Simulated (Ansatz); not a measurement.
# fcc Cu(100) / fcc Al(100) interface: transmission and 2AR

Aim: the specific resistance of the fcc Cu(100) / fcc Al(100) interface.

Main program and level: Ansatz 0.2.0; Ansatz plane-wave DFT, PBE, PAW files; ballistic transport by layer matching (Landauer), zero bias; PAW set soft_1, in the first sound run; inputs show where later runs differ.

**1. Set-up**

The cell holds 20 atoms: 10 Cu and 10 Al. Its edges and angles: a = 2.709 Å, b = 2.709 Å, c = 38.682 Å, α = 90.0°, β = 90.0°, γ = 90.0°. It derives from Cu and Al. Regions: Cu, 10 atoms (10 Cu); Al, 10 atoms (10 Al). The structure's axis is c.

**2. Transmission: PBE**

Both metals share one in-plane lattice, the mean of the two, each at its own atomic volume. The two leads are named in the middle of each metal, so that only one of the cell's two interfaces is crossed. The mesh across the current, 46×46, is finer than the density's, because channels open and close sharply across the zone. Energies from -0.27 to 0.27 eV in steps of 0.036 eV cover the slope of the Fermi function at 300 K, so the program can form a conductance.

Input file input.yaml:

```yaml
crystal:
  lattice:
    - [2.7092548834, 0.0, 0.0]
    - [0.0, 2.7092548834, 0.0]
    - [0.0, 0.0, 38.6816721314]
  atoms:
    - { symbol: Cu, position: [0.0, 0.0, 0.0258520365] }
    - { symbol: Cu, position: [0.5, 0.5, 0.0674474578] }
    - { symbol: Cu, position: [0.0, 0.0, 0.1090428792] }
    - { symbol: Cu, position: [0.5, 0.5, 0.1506383005] }
    - { symbol: Cu, position: [0.0, 0.0, 0.1922337219] }
    - { symbol: Cu, position: [0.5, 0.5, 0.2338291432] }
    - { symbol: Cu, position: [0.0, 0.0, 0.2754245646] }
    - { symbol: Cu, position: [0.5, 0.5, 0.3170199859] }
    - { symbol: Cu, position: [0.0, 0.0, 0.3586154073] }
    - { symbol: Cu, position: [0.5, 0.5, 0.4002108286] }
    - { symbol: Al, position: [0.0, 0.0, 0.4502108286] }
    - { symbol: Al, position: [0.5, 0.5, 0.5086154073] }
    - { symbol: Al, position: [0.0, 0.0, 0.5670199859] }
    - { symbol: Al, position: [0.5, 0.5, 0.6254245646] }
    - { symbol: Al, position: [0.0, 0.0, 0.6838291432] }
    - { symbol: Al, position: [0.5, 0.5, 0.7422337219] }
    - { symbol: Al, position: [0.0, 0.0, 0.8006383005] }
    - { symbol: Al, position: [0.5, 0.5, 0.8590428792] }
    - { symbol: Al, position: [0.0, 0.0, 0.9174474578] }
    - { symbol: Al, position: [0.5, 0.5, 0.9758520365] }
kpoints:
  mp_grid: { grid: [14, 14, 1] }
hamiltonian:
  xc: pbe
  pseudopotentials: { kind: paw, azcp: { folder: soft_1 } }
scf:
  occupations: { method: fermi_dirac, width: 0.1 }
output:
  transmission:
    leads: [[4, 5], [14, 15]]
    kmesh: [46, 46]
    e_range: [-0.27, 0.27]
    de: 0.036
  write_potential: true
  write_density: true
  volumetric_format: npy
  elf: true
```

Started as:

```
ansatz run input.yaml --threads 4 --pin off --max-ram 15360MiB --backend cpu --events-out ev --progress --plain --runs-dir out
```

Numbers of over 12 decimals in the logs are rounded to 6 here.

The log of the run:

```text
Engine: ansatz 0.2.0, aarch64-unknown-linux-gnu
Pseudopotentials: kind: paw
Pseudopotential: Cu, paw, valence charge 19, recommended cutoff 420 eV (normal), soft_1/Cu.paw.azcp
Pseudopotential: Al, paw, valence charge 3, recommended cutoff 420 eV (normal), soft_1/Al.paw.azcp
Functional definition: PBE
  parameter kappa = 0.804
  parameter beta = 0.066725
  exchange = pbe_x(kappa = kappa, mu = beta*pi^2/3)
  correlation = pbe_c(beta = beta)
Crystal: 20 atoms, lattice volume = 283.926 Å³
Basis set: ecut = 420 eV, 5677 PW (Γ)
Bands: 132, of which v1, the nominal top of the filled ones, is band 110 counted from 1 (109 counted from 0)
Symmetry: 16 space group operations
Space group: P4/nmm (ITA 129), of the structure as read, at distance tolerance 6.6e-5 Å
k-points: 36 of 196
Non-local potential: Cu, projectors of the file, l = 0: 3, l = 1: 2, l = 2: 3, l = 3: 1
Non-local potential: Al, projectors of the file, l = 0: 2, l = 1: 2, l = 2: 1
PAW form: soft (Blöchl's): semilocal exchange-correlation on the pseudo side does not see the compensation charge
PAW one-centre angular grid: Cu, 590 points (default); XC on 64 Gauss nodes
PAW one-centre angular grid: Al, 110 points (default); XC on 64 Gauss nodes
Initial density: superposition of atomic densities (chi_scale 0.1, normalization cell, long waves of neutral atoms (reshape's long-wave potential 19.20 eV rms, cloud 2.53 Å wide))
Initial wavefunctions: pseudopotential atomic-orbital guess
Functional: x = pbe(κ = 0.804, μ = 0.219515), c = pbe(β = 0.066725)
SCF iter   1: F=—  HF=-71649.390633 eV  |F-HF|=—  |Δ(HF+E_count)|=         —  Δρ=3.51e-1  dr2=3.21e3  ethr=3.10e-3  ⟨swp⟩=6.9  Hψ=18950  notcnv=0  defer=30
preconditioner: auto → Kerker (q_TF=auto, 2.615 Å⁻¹)  [metal: Δε(μ)=0.005 eV  Ē_g=5.314 eV  σ=0.100 eV  W_gap=0.01  n_scr=92 (ndim 8)  ℏωp=26.1 eV  f_vac=0.000  D(μ)=29.11/eV (n_scr^D=372)]
SCF iter   2: F=—  HF=-71632.157239 eV  |F-HF|=—  |Δ(HF+E_count)|=    1.72e1  Δρ=1.21e-1  dr2=6.90e2  ethr=3.10e-3  ⟨swp⟩=2.0  Hψ=9762  notcnv=0  defer=115
SCF iter   3: F=—  HF=-71628.523112 eV  |F-HF|=—  |Δ(HF+E_count)|=    3.63e0  Δρ=6.55e-2  dr2=2.73e2  ethr=3.10e-3  ⟨swp⟩=2.0  Hψ=5814  notcnv=0  defer=143
SCF iter   4: F=—  HF=-71627.603564 eV  |F-HF|=—  |Δ(HF+E_count)|=   9.20e-1  Δρ=4.21e-2  dr2=1.29e2  ethr=3.10e-3  ⟨swp⟩=2.1  Hψ=5228  notcnv=0  defer=149
SCF iter   5: F=—  HF=-71626.747916 eV  |F-HF|=—  |Δ(HF+E_count)|=   8.56e-1  Δρ=2.00e-2  dr2=4.03e1  ethr=3.10e-3  ⟨swp⟩=2.2  Hψ=5680  notcnv=0  defer=177
SCF iter   6: F=—  HF=-71626.588689 eV  |F-HF|=—  |Δ(HF+E_count)|=   1.59e-1  Δρ=1.24e-2  dr2=1.60e1  ethr=3.10e-3  ⟨swp⟩=1.1  Hψ=4759  notcnv=0  defer=194
SCF iter   7: F=—  HF=-71626.559972 eV  |F-HF|=—  |Δ(HF+E_count)|=   2.87e-2  Δρ=6.15e-3  dr2=9.85e-1  ethr=3.10e-3  ⟨swp⟩=1.8  Hψ=5339  notcnv=0  defer=196
SCF iter   8: F=—  HF=-71626.543612 eV  |F-HF|=—  |Δ(HF+E_count)|=   1.64e-2  Δρ=2.48e-3  dr2=8.35e-2  ethr=4.48e-4  ⟨swp⟩=1.0  Hψ=4733  notcnv=0  defer=208
SCF iter   9: F=—  HF=-71626.542252 eV  |F-HF|=—  |Δ(HF+E_count)|=   1.36e-3  Δρ=7.70e-4  dr2=1.27e-2  ethr=3.80e-5  ⟨swp⟩=1.1  Hψ=4563  notcnv=0  defer=208
SCF iter  10: F=—  HF=-71626.541981 eV  |F-HF|=—  |Δ(HF+E_count)|=   2.71e-4  Δρ=2.51e-4  dr2=1.17e-3  ethr=5.79e-6  ⟨swp⟩=1.0  Hψ=4527  notcnv=0  defer=208
SCF iter  11: F=—  HF=-71626.541999 eV  |F-HF|=—  |Δ(HF+E_count)|=   1.84e-5  Δρ=1.31e-4  dr2=7.59e-4  ethr=5.33e-7  ⟨swp⟩=1.1  Hψ=4531  notcnv=0  defer=208
SCF iter  12: F=—  HF=-71626.541983 eV  |F-HF|=—  |Δ(HF+E_count)|=   1.63e-5  Δρ=9.54e-5  dr2=1.10e-4  ethr=3.45e-7  ⟨swp⟩=1.0  Hψ=4527  notcnv=0  defer=208
SCF iter  13: F=—  HF=-71626.541972 eV  |F-HF|=—  |Δ(HF+E_count)|=   1.09e-5  Δρ=3.56e-5  dr2=1.78e-5  ethr=5.01e-8  ⟨swp⟩=1.0  Hψ=4527  notcnv=0  defer=208
SCF iter  14: F=—  HF=-71626.541903 eV  |F-HF|=—  |Δ(HF+E_count)|=   6.89e-5  Δρ=1.25e-5  dr2=2.51e-6  ethr=8.08e-9  ⟨swp⟩=1.0  Hψ=4576  notcnv=0  defer=210
SCF iter  15: F=—  HF=-71626.541903 eV  |F-HF|=—  |Δ(HF+E_count)|=   4.39e-8  Δρ=7.06e-6  dr2=6.20e-7  ethr=1.14e-9  ⟨swp⟩=1.0  Hψ=4527  notcnv=0  defer=210
SCF iter  16: F=—  HF=-71626.541903 eV  |F-HF|=—  |Δ(HF+E_count)|=   2.80e-8  Δρ=4.90e-6  dr2=2.43e-7  ethr=2.82e-10  ⟨swp⟩=1.3  Hψ=4777  notcnv=0  defer=210
SCF iter  17: F=-71626.541903 eV  HF=-71626.541903 eV  |F-HF|=9.24e-9  |Δ(HF+E_count)|=   8.48e-9  Δρ=6.12e-7  dr2=8.79e-9  ethr=4.55e-11  ⟨swp⟩=9.3  Hψ=15124  notcnv=0
SCF 1 converged in 17 iterations: F = -71626.541903 eV  dr2 = 8.79e-9
  greatest PAW one-centre occupation: 1.000 electrons in one spin orbital (limit 2), on the Cu atom at site 8 (counted from 0), in its partial waves of l = 0
transmission: 870 of 8700 steps passed
transmission: 1740 of 8700 steps passed
[...]
transmission: 8700 of 8700 steps passed
SCF converged after 17 iterations
Free energy (F): -71626.541903 eV
Harris-Foulkes:  -71626.541903 eV  (|F-HF|=9.24e-9)
Internal energy: -71626.307764 eV  (E = F + TS)
E sigma→0 (E₀):  -71626.424834 eV
Entropy (-TS):   -0.234139 eV (-11.707 meV/atom)
Fermi energy:    11.396636 eV
--- Per-component energies (eV) ---
  E_band       = -4419.330188
  E_kinetic    = 2841.677990
  E_local      = -820007.384646  (includes V_loc(G=0)·N_el)
  E_nonlocal   = 8998.274706
  E_hartree    = 406188.156323
  E_xc         = -1066.699307
  E_vxc        = -1182.372808  (∫ρ·V_xc dr)
  E_paw        = -22842.520328  (= ΣΔE_a)
  E_vpaw       = -7445.784738  (= ΣTr[D̂ρ^β])
  E_aug_tail   = 0.011441  (compensation charges beyond the density's cutoff)
  E_ewald      = 354262.176056
  E_smearing   = -0.234139  (= −TS)
  E_closure    = 0.000000  (closes the sum)
  Σ components = -71626.541903   (vs F -71626.541903, Δ=0.00e0)
--- Band table (eV; the first three rows and the last of 36) ---
  k-point 0: bands = [... 106 lower, 9.8586, 9.9596, 10.1857, 11.4118, 11.7870, 13.1998, 13.6499, 14.9634, ... 18 higher]
  k-point 1: bands = [... 106 lower, 9.8634, 10.1270, 10.3171, 11.5748, 11.9118, 13.3614, 13.7687, 15.1447, ... 18 higher]
  k-point 2: bands = [... 106 lower, 9.8585, 10.4944, 10.6383, 11.9898, 12.2489, 13.7944, 14.0965, 14.4488, ... 18 higher]
  k-point 35: bands = [... 106 lower, 11.5623, 11.5623, 11.6977, 11.6977, 11.9510, 11.9510, 12.3717, 12.3717, ... 18 higher]
--- Transmission ---
  basis      : 69 plane waves across, 29 finite elements along
  points     : 300, standing for a mesh of 46 x 46
  filling    : by the input's occupations and mesh, since the crystals that have channels conduct as metals do. If one of these is a semiconductor, that mesh has misplaced its level
  energies   : 16 from -0.270000 to 0.270000 eV about the Fermi level, 0.036000 eV apart; the leads are filled to 0.000000 eV, and channels, transmission and decay are at 0.018000 eV
  crystal 0  : Cu1, at the sites [4, 5], period 1.6090 Å, over 16.09 Å; its Hamiltonian steps by up to 3.9 meV
    offset         : up to 0.0000 Å between an atom of the period and one for which it stands
    filled         : 20.7 meV over the level at which it is neutral
    channels       : 1.043951e0 a spin
    conductance    : 1.0979e15 S/m² at 300 K; may be off by some 0.0 % by where its bands' edges are placed, 2.1 % from the k-mesh, 0.4 % from the distance to neutral
    slowest decay  : 0.0088 /Å at (0.4783, 0.4565)
  crystal 1  : Al1, at the sites [14, 15], period 2.2592 Å, over 22.59 Å; its Hamiltonian steps by up to 10.5 meV
    offset         : up to 0.0000 Å between an atom of the period and one for which it stands
    filled         : 22.2 meV under the level at which it is neutral
    channels       : 1.656427e0 a spin
    conductance    : 1.7483e15 S/m² at 300 K; may be off by some 0.0 % by where its bands' edges are placed, 1.4 % from the k-mesh, 0.2 % from the distance to neutral
  junction   : crystal 0 to crystal 1, 8.94 to 26.02 Å
    transmission   : 8.580038e-1 a spin
    conductance    : 9.0332e14 S/m² at 300 K (8.8107e14 on every other point, 9.0324e14 on every other energy)
    error estimate : 0.0 % from the energy spacing and 0.0 % from band edges of the leads and from resonances (wavevectors taken as independent; lower de), 2.4 % from the k-mesh, 0.9 % from the steps of its leads' Hamiltonians or their offsets (lay more layers), 0.3 % from the distance to neutral
    resistance     : 3.6560e-4 Ω µm² beyond half of each lead's own
```

Run time: 2.7 min. Hardware: 4 threads of Arm Neoverse V1, shared host; peak memory 1.6 GiB; 10 min of CPU time.

Reading the cycles: dr2 is the Hartree energy of the density residual (eV), the measure of convergence; HF is the Harris–Foulkes estimate of the energy, which meets the free energy F at convergence.

Numbers from this step:

```yaml
free_energy: -71626.5419 eV
energy_at_zero_smearing: -71626.4248 eV
fermi_energy: 11.40 eV
cell_area: 7.340 Å²
step_of_the_lead_s_potential: 3.9 meV
ballistic_conductance_of_the_lead: 1.10e15 S/m²
estimated_errors_of_the_lead_s_conductance: 0, 2.1, 0.4 % (band edges, k-mesh, distance from neutral)
lead_conductance_per_cell: 1.040 G₀
step_of_the_upper_lead_s_potential: 10.5 meV
ballistic_conductance_of_the_upper_lead: 1.75e15 S/m²
conductance_of_the_junction: 9.03e14 S/m²
junction_conductance_per_cell: 0.8557 G₀
estimated_errors_of_the_junction_s_conductance: 0, 0, 2.4, 0.9, 0.3 % (energy step, band edges, k-mesh, leads' steps, distance from neutral)
area_resistance_that_the_stack_adds_contact_term_taken_off_spin_by_spin: 0.3656 fΩ m²
```

Per spin. The transmission, zone mean by energy, zero at the Fermi level:

| energy (eV) | transmission, zone mean |
| --- | --- |
| -0.270 | 0.830 |
| -0.234 | 0.838 |
| -0.198 | 0.841 |
| -0.162 | 0.843 |
| -0.126 | 0.844 |
| -0.090 | 0.850 |
| -0.054 | 0.850 |
| -0.018 | 0.852 |
| 0.018 | 0.858 |
| 0.054 | 0.863 |
| 0.090 | 0.866 |
| 0.126 | 0.860 |
| 0.162 | 0.864 |
| 0.198 | 0.866 |
| 0.234 | 0.869 |
| 0.270 | 0.871 |

Per spin. Table of open channels, zone mean by energy, zero at the Fermi level:

| energy (eV) | lead | upper lead |
| --- | --- | --- |
| -0.270 | 1.01 | 1.62 |
| -0.234 | 1.02 | 1.64 |
| -0.198 | 1.02 | 1.64 |
| -0.162 | 1.03 | 1.64 |
| -0.126 | 1.02 | 1.64 |
| -0.090 | 1.04 | 1.65 |
| -0.054 | 1.02 | 1.65 |
| -0.018 | 1.03 | 1.65 |
| 0.018 | 1.04 | 1.66 |
| 0.054 | 1.05 | 1.66 |
| 0.090 | 1.06 | 1.67 |
| 0.126 | 1.06 | 1.65 |
| 0.162 | 1.06 | 1.65 |
| 0.198 | 1.06 | 1.65 |
| 0.234 | 1.07 | 1.66 |
| 0.270 | 1.07 | 1.67 |

Transmission over k1 and k2. At -0.0180 eV from the Fermi level (the log's summary may quote the solved energy on the other side of it).

Ten even steps from '_' (0.00) to '@' (1.74), each cell a mean:
```
__::++++++++**########**--..______..==##########++++++++==..
..++==++++++++++--::__::::::::--::::::....::==++++++++==++++
++++++++++++--..::--++++++++++++++++++++++--..::==++++++++++
%%++++++++::::==++++++++++++++++++++++++++++++==::--++++++++
@@**++==..--++++++++++++++++++++++++++++++++++++++::::++++##
@@**==::--++++++++++++++++++++++++++++++++++++++++++..::++%%
@@##::..++++++++++++++++++++++++++++++++++++++++++++==..==%%
####__==++++++++++++++++++++++++++++++++++++++++++++++--::##
::==..++++++++++++++++++++++++++++++++++++++++++++++++==..--
__....++++++++++++++++++++++++++++++++++++++++++++++++++____
____::++++++++++++++++++++++======++++++++++++++++++++++____
____::++++++++++++++++++++++======++++++++++++++++++++++____
__::..++++++++++++++++++++++++++++++++++++++++++++++++++....
++**..==++++++++++++++++++++++++++++++++++++++++++++++==::**
%%##..--++++++++++++++++++++++++++++++++++++++++++++++::--%%
@@**--..==++++++++++++++++++++++++++++++++++++++++++--..++%%
@@**++--..==++++++++++++++++++++++++++++++++++++++==..==++%%
%%++++++--::==++++++++++++++++++++++++++++++++++--..==++++**
##++++++++==..::==++++++++++++++++++++++++++--::::++++++++++
::++==++++++++--....--==++++++++++++++==--..::==++++++==++++
__====++++++++++++==----::..______::::----++++++++++++++==--
____::--####%%@@@@@@%%**..__________--##%%@@@@@@%%##++::..__
```
Columns: k1 (b1) from -0.5 to 0.478; rows upwards: k2 (b2) from -0.5 to 0.478.

Open channels over k1 and k2. At -0.0180 eV from the Fermi level (the log's summary may quote the solved energy on the other side of it).

Ten even steps from '_' (0.00) to '@' (2.00), each cell a mean:
```
__..++==++++**######@@@@**--______==%%@@@@######++==++====..
..++++++++++++==++============**==============++====++======
++============================================++====++======
%%++++++++++++==++============================++====++======
@@**==========================================++====++====##
@@**++++==++++========================++======++====++====%%
@@##======++++==++============================++====++==++%%
@@@@==========================================++====++==**@@
**%%++++++++++==++++====================++====++====++==**##
__--==========================================++====++==++..
____**========================================++====++==++__
____++==++++++==++==++++======================++====++==--__
__##==========================================++====++==**==
@@@@====================================++====++====++==**@@
@@@@==========================================++====++==**@@
@@**====================================++====++====++====%%
@@**====================================++====++====++====%%
%%++==========================================++====++====++
%%============================================++====++======
::============================================++====++======
__================++######++::==--######**====++====++====--
____::--####%%@@@@@@@@@@==__________##@@@@@@@@@@####**::..__
```
Columns: k1 (b1) from -0.5 to 0.478; rows upwards: k2 (b2) from -0.5 to 0.478.

ELF in the ca plane at fractional y = 0.000, with atoms of Cu and Al within 0.2 Å of it. It is the smooth field of the valence electrons, not physical close to the nuclei.

Ten even steps from '0' (0.08) to '9' (0.75), each cell a mean:
```
12211262112211262112245200056432345400035433
22221111122221111122246532476555556742366555
22222111222222111222236788877778777788887678
32233222332233222332235799877899977799987789
32222111232222111232235899877788877799987789
22221111122221111122246755676666666765677666
12211131112211131112245300266433346520046544
12211394112211493112245114045322235305025432
```
Columns run along c (16.0 Å, from fractional 0.22 to 0.63 of the cell), rows up along a (2.7 Å). Atoms in or near the plane, at fractional coordinates: Cu at (0.28, 0.00), Cu at (0.36, 0.00), Al at (0.45, 0.00), Al at (0.57, 0.00).

Electrostatic potential energy in the ca plane at fractional y = 0.000, with atoms of Cu and Al within 0.2 Å of it. With pseudopotentials it is smooth inside the atoms' cores, unlike the true potential.

Values in eV, 5 rows by 16 columns, each cell a mean:
```
 12  -2 -38   7   7 -38  -2  13   1   2  10  13   8   3   2  13
 12  10   1  12  12   1  10  13   6   3  12  11  11   2   8  11
 12  12  11  12  12  11  12  12  10   9  12  10  12   8  11  11
 12   7 -13  11  11 -13   7  13   3  -1  11  12  10  -2   5  12
 11  -6 -43   5   5 -43  -7  13   2   5   9  13   7   7   2  13
```
Columns run along c (16.0 Å, from fractional 0.22 to 0.63 of the cell; values clipped at the 3rd and 97th percentile), rows up along a (2.7 Å). Atoms in or near the plane, at fractional coordinates: Cu at (0.28, 0.00), Cu at (0.36, 0.00), Al at (0.45, 0.00), Al at (0.57, 0.00).

Valence density in the ca plane at fractional y = 0.000, with atoms of Cu and Al within 0.2 Å of it. It is the smooth field of the valence electrons, not physical close to the nuclei.

Values in e/Å³, 5 rows by 16 columns, each cell a mean:
```
 0  1 15  0  0 15  1  0  0  0  0  0  0  0  0  0
 0  0  1  0  0  1  0  0  0  0  0  0  0  0  0  0
 0  0  0  0  0  0  0  0  0  0  0  0  0  0  0  0
 0  0  2  0  0  2  0  0  0  0  0  0  0  0  0  0
 0  2 28  0  0 28  2  0  0  0  0  0  0  0  0  0
```
Columns run along c (16.0 Å, from fractional 0.22 to 0.63 of the cell), rows up along a (2.7 Å). Atoms in or near the plane, at fractional coordinates: Cu at (0.28, 0.00), Cu at (0.36, 0.00), Al at (0.45, 0.00), Al at (0.57, 0.00).

The larger of the two leads' potential steps is 10 meV from period to period, small in itself. The program estimates the junction's conductance to 2.4 % from the k-mesh, 0.3 % from the leads' distance from neutral and 0.9 % from their steps.

**3. Resistance: PBE**

This step: Ansatz plane-wave DFT, PBE, PAW files; ballistic transport by layer matching (Landauer), zero bias; specific resistance of one interface, 1/T less the mean of the leads' 1/N; PAW set soft_1 (Ansatz 0.2.0).

Numbers from this step:

| Property | Result |
| --- | --- |
| area resistance | 0.3643 fΩ m² |
| T over the leads' mean channel count | 0.6355 |
| twice the interface resistance (2AR, or 2AR* for magnets) | 0.7285 fΩ m² |

Twice the interface resistance is 0.729 fΩ m² here.

By hand, with T and the leads' channels N averaged over the energies near the Fermi level: RA = A (h/2e²)(1/T − ½[1/N₁ + 1/N₂]) = 7.340×10⁻²⁰ m² × 12 906 Ω × (1/0.8557 − ½[1/1.037 + 1/1.656]) = 0.364 fΩ m².

(Continued in part 2 of 3.)

[Logs are printed without paths, hosts, clocks, repeated set-up lines and the standing remarks that a program may print on its own settings, such as how far it seeks lower states.]

[Hosts, paths, dates, database ids (printed as entryN), source tags and the programs' standing remarks are cut or masked in the printed files.]
